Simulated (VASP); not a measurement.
# Al15ZnO24 (a cell with a defect) (Corundum) in VASP: a series of runs

Runs on Al15ZnO24 (a cell with a defect) (Corundum). Level: PBE. Tasks: electric field gradients.

Program: VASP 6.6.1. These are calculated values, not measurements. Logs are shortened: lines on timing, memory, paths and dates and some standing lists are left out, and cuts for length are marked.

**1. Starting point**

The cell holds a defect, 40 atoms: a = 6.999 Å, b = 6.999 Å, c = 6.999 Å, α = 85.72°, β = 85.72°, γ = 85.72°.

**2. Electric field gradients, PBE**

INCAR reads:

```
SYSTEM = Al15ZnO24
  PREC = Accurate
  ENCUT = 520
  EDIFF = 1E-8
  ISMEAR = -1
  SIGMA = 0.01
  LREAL = Auto
  LASPH = .True.
  NELM = 60
  ALGO = Fast
  ISIF = 2
  LWAVE = .False.
  LCHARG = .False.
  GGA = PE
  LEFG = .True.
  NELECT = 202.0
  NBANDS = 126
```

KPOINTS reads:

```
Automatic mesh
0
Gamma
  3 3 3
  0 0 0
```

POSCAR reads:

```
Al15ZnO24
1.0
   -4.7605000000     -2.7484759565      4.3318666667
    4.7605000000     -2.7484759565      4.3318666667
    0.0000000000      5.4969519129      4.3318666667
Zn Al O
1 15 24
Direct
    0.3521600000      0.3521600000      0.3521600000
    0.8521600000      0.8521600000      0.3521600000
    0.8521600000      0.3521600000      0.8521600000
    0.3521600000      0.8521600000      0.8521600000
    0.1478400000      0.1478400000      0.1478400000
    0.6478400000      0.6478400000      0.1478400000
    0.6478400000      0.1478400000      0.6478400000
    0.1478400000      0.6478400000      0.6478400000
    0.6478400000      0.6478400000      0.6478400000
    0.1478400000      0.1478400000      0.6478400000
    0.1478400000      0.6478400000      0.1478400000
    0.6478400000      0.1478400000      0.1478400000
    0.8521600000      0.8521600000      0.8521600000
    0.3521600000      0.3521600000      0.8521600000
    0.3521600000      0.8521600000      0.3521600000
    0.8521600000      0.3521600000      0.3521600000
    0.5966600000      0.4033400000      0.7500000000
    0.0966600000      0.9033400000      0.7500000000
    0.0966600000      0.4033400000      0.2500000000
    0.5966600000      0.9033400000      0.2500000000
    0.7500000000      0.5966600000      0.4033400000
    0.2500000000      0.0966600000      0.4033400000
    0.2500000000      0.5966600000      0.9033400000
    0.7500000000      0.0966600000      0.9033400000
    0.4033400000      0.7500000000      0.5966600000
    0.9033400000      0.2500000000      0.5966600000
    0.9033400000      0.7500000000      0.0966600000
    0.4033400000      0.2500000000      0.0966600000
    0.4033400000      0.5966600000      0.2500000000
    0.9033400000      0.0966600000      0.2500000000
    0.9033400000      0.5966600000      0.7500000000
    0.4033400000      0.0966600000      0.7500000000
    0.2500000000      0.4033400000      0.5966600000
    0.7500000000      0.9033400000      0.5966600000
    0.7500000000      0.4033400000      0.0966600000
    0.2500000000      0.9033400000      0.0966600000
    0.5966600000      0.2500000000      0.4033400000
    0.0966600000      0.7500000000      0.4033400000
    0.0966600000      0.2500000000      0.9033400000
    0.5966600000      0.7500000000      0.9033400000
```

Potentials or basis: VASP PAW PBE potentials, release 64 (Zn, Al, O).

Command:

```sh
$ cat potpaw_PBE.64/Zn/POTCAR potpaw_PBE.64/Al/POTCAR potpaw_PBE.64/O/POTCAR > POTCAR
$ mpirun -np 1 vasp_std > vasp.out
```

OUTCAR:

```text
SYSTEM = Al15ZnO24
   PREC = Accurate
   ENCUT = 520
   EDIFF = 1E-8
   ISMEAR = -1
   LREAL = Auto
   LASPH = .True.
   NELM = 60
   ISIF = 2
   GGA = PE
   NELECT = 202.0

 ion  position               nearest neighbor table
   1  0.352  0.352  0.352-  33 1.85  37 1.85  29 1.85  28 1.97  19 1.97  22 1.97   5 2.66  10 2.79
                            11 2.79  12 2.79
   2  0.852  0.852  0.352-  34 1.85  38 1.85  30 1.85  27 1.97  20 1.97  21 1.97   6 2.66   9 2.79
                            11 2.79  12 2.79   8 3.22   7 3.22   5 3.22
   3  0.852  0.352  0.852-  35 1.85  39 1.85  31 1.85  26 1.97  17 1.97  24 1.97   7 2.66  12 2.79
                            10 2.79   9 2.79   5 3.22   6 3.22   8 3.22
   4  0.352  0.852  0.852-  36 1.85  40 1.85  32 1.85  25 1.97  18 1.97  23 1.97   8 2.66  11 2.79
                            10 2.79   9 2.79   5 3.22   6 3.22   7 3.22
   5  0.148  0.148  0.148-  39 1.85  36 1.85  30 1.85  22 1.97  19 1.97  28 1.97   1 2.66  14 2.79
                            15 2.79  16 2.79   4 3.22   3 3.22   2 3.22
   6  0.648  0.648  0.148-  40 1.85  35 1.85  29 1.85  21 1.97  20 1.97  27 1.97   2 2.66  13 2.79
                            15 2.79  16 2.79   4 3.22   3 3.22
   7  0.648  0.148  0.648-  37 1.85  34 1.85  32 1.85  24 1.97  17 1.97  26 1.97   3 2.66  16 2.79
                            14 2.79  13 2.79   2 3.22   4 3.22
   8  0.148  0.648  0.648-  38 1.85  33 1.85  31 1.85  23 1.97  18 1.97  25 1.97   4 2.66  15 2.79
                            14 2.79  13 2.79   2 3.22   3 3.22
   9  0.648  0.648  0.648-  21 1.85  25 1.85  17 1.85  40 1.97  31 1.97  34 1.97  13 2.66   2 2.79
[... 37 lines left out ...]
  39  0.097  0.250  0.903-   5 1.85   3 1.85  10 1.97  14 1.97
  40  0.597  0.750  0.903-   6 1.85   4 1.85   9 1.97  13 1.97

  LATTYP: Found a trigonal (rhomboedric) cell.
 ALAT       =     6.9986819582
 COS(alpha) =     0.0746572682

  Lattice vectors:

 A1 = (  -4.7605000000,  -2.7484759565,   4.3318666667)
 A2 = (   4.7605000000,  -2.7484759565,   4.3318666667)
 A3 = (   0.0000000000,   5.4969519129,   4.3318666667)

Analysis of symmetry for initial positions (statically):
=====================================================================
 Subroutine PRICEL returns:
 Original cell was already a primitive cell.

 Routine SETGRP: Setting up the symmetry group for a
 trigonal (rhombohedral) supercell.

 Subroutine GETGRP returns: Found  3 space group operations
[... 931 lines left out ...]
  Direction    XX          YY          ZZ          XY          YZ          ZX
  --------------------------------------------------------------------------------------
  -------------------------------------------------------------------------------------
  Total       36.8878767     36.8878767     35.2647250      0.0000000     -0.0000000      0.0000000
  in kB      173.7894453    173.7894453    166.1423087      0.0000002     -0.0000000      0.0000000
  external PRESSURE =     171.2403997 kB  Pullay stress =       0.0000000 kB

 VOLUME and BASIS-vectors are now :
 -----------------------------------------------------------------------------
  energy-cutoff  :      520.00
  volume of cell :      340.07
      direct lattice vectors                 reciprocal lattice vectors
    -4.760500000 -2.748475957  4.331866667    -0.105030984 -0.060639667  0.076949121
     4.760500000 -2.748475957  4.331866667     0.105030984 -0.060639667  0.076949121
     0.000000000  5.496951913  4.331866667     0.000000000  0.121279334  0.076949121

 POSITION                                       TOTAL-FORCE (eV/Angst)
 -----------------------------------------------------------------------------------
      0.00000     -0.00000      4.57653         0.000000     -0.000000      0.890976
      0.00000     -2.74848      8.90840         0.042486     -0.079188      0.020339
     -2.38025      1.37424      8.90840        -0.089822      0.002800      0.020339
      2.38025      1.37424      8.90840         0.047336      0.076388      0.020339
      0.00000     -0.00000      1.92127         0.000000     -0.000000      1.344499
      0.00000     -2.74848      6.25314         0.306478      0.788039     -0.384960
[... 32 lines left out ...]
      0.72998      4.01283      5.41483         0.104492      0.204399     -0.302568
      0.72998      1.26435      9.74670        -0.064838     -0.241715      0.043655
 -----------------------------------------------------------------------------------
    total drift:                                0.000000     -0.000001     -0.000048

  FREE ENERGIE OF THE ION-ELECTRON SYSTEM (eV)
  ---------------------------------------------------
  free  energy   TOTEN  =      -282.2550098945 eV

  energy  without entropy=     -282.2550098945  energy(sigma->0) =     -282.25500989

 Electric field gradients (V/A^2)
---------------------------------------------------------------------
 ion       V_xx      V_yy      V_zz      V_xy      V_xz      V_yz
---------------------------------------------------------------------
   1      -8.864    -8.864    17.729     0.000     0.000     0.000
   2      -3.714    -2.689     6.403     0.892     0.766     1.052
   3      -3.718    -2.685     6.403    -0.890     0.528    -1.189
   4      -2.173    -4.230     6.403    -0.002    -1.294     0.138
   5      -3.082    -3.082     6.165    -0.000    -0.000     0.000
   6      -3.671    -3.280     6.951    -2.662     0.997     2.199
[... 32 lines left out ...]
  39       0.821     2.721    -3.542     6.262   -27.125    15.393
  40      -1.702     3.269    -1.567     7.162   -28.682    16.113
---------------------------------------------------------------------

 Electric field gradients after diagonalization (V/A^2)
 (convention: |V_zz| > |V_xx| > |V_yy|)
----------------------------------------------------------------------
 ion       V_xx      V_yy      V_zz     asymmetry (V_yy - V_xx)/ V_zz
----------------------------------------------------------------------
   1      -8.864    -8.864    17.729       0.000
   2      -4.232    -2.364     6.596       0.283
   3      -4.232    -2.364     6.596       0.283
   4      -4.232    -2.364     6.596       0.283
   5      -3.082    -3.082     6.165       0.000
   6      -6.517    -0.905     7.422       0.756
[... 32 lines left out ...]
  39      27.516     7.559   -35.075       0.569
  40      28.956     8.167   -37.123       0.560
----------------------------------------------------------------------

           NMR quadrupolar parameters

 Cq : quadrupolar parameter    Cq=e*Q*V_zz/h
 eta: asymmetry parameters     (V_yy - V_xx)/ V_zz
 Q  : nuclear electric quadrupole moment in mb (millibarn)
----------------------------------------------------------------------
 ion       Cq(MHz)       eta       Q (mb)
----------------------------------------------------------------------
   1       0.043       0.000       1.000
   2       0.016       0.283       1.000
   3       0.016       0.283       1.000
   4       0.016       0.283       1.000
   5       0.015       0.000       1.000
   6       0.018       0.756       1.000
[... 32 lines left out ...]
  39      -0.085       0.569       1.000
  40      -0.090       0.560       1.000
----------------------------------------------------------------------
```

Run time: 11 min. Hardware: 1 thread of Intel Xeon 6975P-C (Granite Rapids), shared host; peak memory 0.48 GiB.

Results:

```
Free energy            : -282.2550 eV
Largest force          : 3.873 eV/Å
Band gap on the k mesh : 4.40 eV, direct
```

Forces on the atoms (eV/Å):
```
Zn   0.000  0.000  0.891
Al   0.042 -0.079  0.020
Al  -0.090  0.003  0.020
Al   0.047  0.076  0.020
Al   0.000  0.000  1.344
Al   0.306  0.788 -0.385
Al   0.529 -0.659 -0.385
Al  -0.836 -0.129 -0.385
Al   0.000  0.000 -0.289
Al   0.071 -1.197  0.291
Al  -1.071  0.537  0.291
Al   1.001  0.659  0.291
Al   0.000  0.000 -0.029
Al   0.045  0.113 -0.182
Al   0.075 -0.095 -0.182
Al  -0.120 -0.017 -0.182
O   -0.106 -0.106  0.291
O    0.031  0.200 -0.074
O    2.202  0.101 -2.084
O   -0.290 -0.185  0.134
O    0.145 -0.039  0.291
O   -1.188  1.857 -2.084
O    0.305 -0.159  0.134
O   -0.189 -0.074 -0.074
O   -0.039  0.145  0.291
O   -0.015  0.343  0.134
O    0.158 -0.127 -0.074
O   -1.014 -1.957 -2.084
O    1.966 -2.862  1.715
O   -0.229 -0.012 -0.303
O    0.242  0.065  0.044
O   -0.305  0.178 -0.105
O    1.495  3.134  1.715
O   -0.177  0.177  0.044
O   -0.002 -0.353 -0.105
O    0.125 -0.193 -0.303
O   -3.462 -0.272  1.715
O    0.307  0.175 -0.105
O    0.104  0.204 -0.303
O   -0.065 -0.242  0.044
```

Levels at points of the mesh, in eV from the valence-band top:
| k point | band 97 | band 98 | band 99 | band 100 | band 101 | band 102 | band 103 | band 104 | band 105 | band 106 |
| --- | --- | --- | --- | --- | --- | --- | --- | --- | --- | --- |
| (0.00, 0.00, 0.00) | -1.60 | -1.60 | -1.39 | 0.00 | 0.00 | 4.40 | 7.31 | 7.82 | 7.84 | 7.84 |

Electric field gradients, principal values (V/Å²):
```tsv
atom	Vxx	Vyy	Vzz
1 Zn	-8.864	-8.864	17.729
2 Al	-2.364	-4.232	6.596
3 Al	-2.364	-4.232	6.596
4 Al	-2.364	-4.232	6.596
5 Al	-3.082	-3.082	6.165
6 Al	-0.905	-6.517	7.422
7 Al	-0.905	-6.517	7.422
8 Al	-0.905	-6.517	7.422
9 Al	-3.336	-3.336	6.672
10 Al	-2.018	-4.216	6.233
11 Al	-2.018	-4.216	6.233
12 Al	-2.018	-4.216	6.233
13 Al	-3.123	-3.123	6.246
14 Al	1.298	8.530	-9.828
15 Al	1.298	8.530	-9.828
16 Al	1.298	8.530	-9.828
17 O	11.104	29.384	-40.487
18 O	10.050	28.635	-38.685
19 O	6.206	34.379	-40.586
20 O	8.898	25.538	-34.436
21 O	11.104	29.384	-40.487
22 O	6.206	34.379	-40.586
23 O	8.898	25.538	-34.436
24 O	10.050	28.635	-38.685
25 O	11.104	29.384	-40.487
26 O	8.898	25.538	-34.436
27 O	10.050	28.635	-38.685
28 O	6.206	34.379	-40.586
29 O	8.217	27.252	-35.469
30 O	7.559	27.516	-35.075
31 O	8.167	28.956	-37.123
32 O	10.842	31.462	-42.304
33 O	8.217	27.252	-35.469
34 O	8.167	28.956	-37.123
35 O	10.842	31.462	-42.304
36 O	7.559	27.516	-35.075
37 O	8.217	27.252	-35.469
38 O	10.842	31.462	-42.304
39 O	7.559	27.516	-35.075
40 O	8.167	28.956	-37.123
```

Caveat: the cell carries a net charge on a neutralising background, which shifts energy and pressure; the cell is charged against a uniform background, so pressure and absolute levels hang on convention.

(Part 1 of 2 ends here.)
